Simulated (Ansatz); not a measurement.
SiO2: Quadrupolar parameters

The cell is a Materials Project structure (computed, not necessarily an observed phase), atoms as given.

Space group I-43m (No. 217); a = 8.9170 Å.

| site | Wyckoff | site symmetry | x | y | z |
| --- | --- | --- | --- | --- | --- |
| Si | 12d | -4.. | 0.2500 | 0.0000 | 0.5000 |
| O | 24g | ..m | 0.8529 | 0.1471 | 0.5155 |

One atom of each set is listed; the run and its k-mesh use a cell of 18 atoms with edges of 7.72, 7.72, 7.72 Å.

The numbers come from a DFT calculation in Ansatz (PBE, plane waves and PAW, scalar-relativistic, 420 eV cutoff, Γ-centred 4×4×4 k-points, Fermi–Dirac smearing 0.02 eV).

V_zz is the principal component of the electric field gradient with the largest magnitude, η = (V_xx − V_yy)/V_zz and C_Q = eQV_zz/h.

O-17: I = 5/2, Q = -25.58 mb. Nuclear quadrupole moments: year-2017 set (Pyykkö).

Q: Which values are expected at the nuclei?

A: 

```
site  atoms                 first shell  V_zz (10²¹ V/m²)     η  C_Q (MHz)
  Si      6               4 O at 1.61 Å             -0.77  0.00          –
   O     12  2 Si at 1.61 Å, angle 158°              9.85  0.07      -6.09
```

An axis of threefold or higher order runs through Si, so V_zz lies along it and η is zero. At O V_zz points along the line of its two bonds (within 1°).

Si has no stable isotope with a ground-state quadrupole moment in the table, so no C_Q is given.

Hardware: 1 thread of Arm Neoverse V1 (aarch64; 8 cores open to the job, memory cap 2.5 GiB, no GPU), a shared host with a load of 0.7 a core. Wall time 23 s, CPU time 23 s, peak memory 0.54 GiB.
